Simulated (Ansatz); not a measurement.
# Ru (fcc): energy against volume

Theory: DFT, LDA (PW92), plane waves (420 eV) with PAW, scalar-relativistic in Ansatz 0.2.0. (PAW data from PBE, frozen cores regenerated.)

The cell is scaled uniformly from the relaxed one, with fractional coordinates and shape fixed. Energies are extrapolated to zero smearing, pressures are those at the given smearing. Magnetic state: spin not included.

A Birch-Murnaghan fit gives V₀ = 13.14 Å³/atom, B₀ = 360 GPa, B₀′ = 4.7.

Problem. What are the energy above the minimum and the pressure at 12.104 Å³/atom?

Solution. 108.0 meV/atom and 36.33 GPa as computed.

Problem. What are the energy above the minimum and the pressure at 13.682 Å³/atom?

Solution. 23.1 meV/atom and -12.89 GPa as computed.

Problem. What are the energy above the minimum and the pressure at 14.735 Å³/atom?

Solution. 174.2 meV/atom and -30.99 GPa as computed.
